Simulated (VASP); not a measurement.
Shape and ions are relaxed at each volume.

Energy against volume of GeO₂ (rutile). These are LDA (Ceperley-Alder, Perdew-Zunger), VASP's LDA PAW potentials (set 64) (plane waves; VASP) values and carry that method's errors.

```
V (Å³/atom)  E (eV/atom)
-----------  -----------
8.665           -7.28084
8.942           -7.30331
9.218           -7.31031
9.495           -7.30458
9.771           -7.28853
```

Q: Fit a third-order Birch-Murnaghan equation of state.

A: 
```json
{
 "volume_per_atom": "9.22 Å³/atom",
 "bulk_modulus": "2430 kbar",
 "pressure_derivative_of_the_bulk_modulus": "5.71"
}
```

The compound is GeO2 in the rutile structure. It was relaxed first.
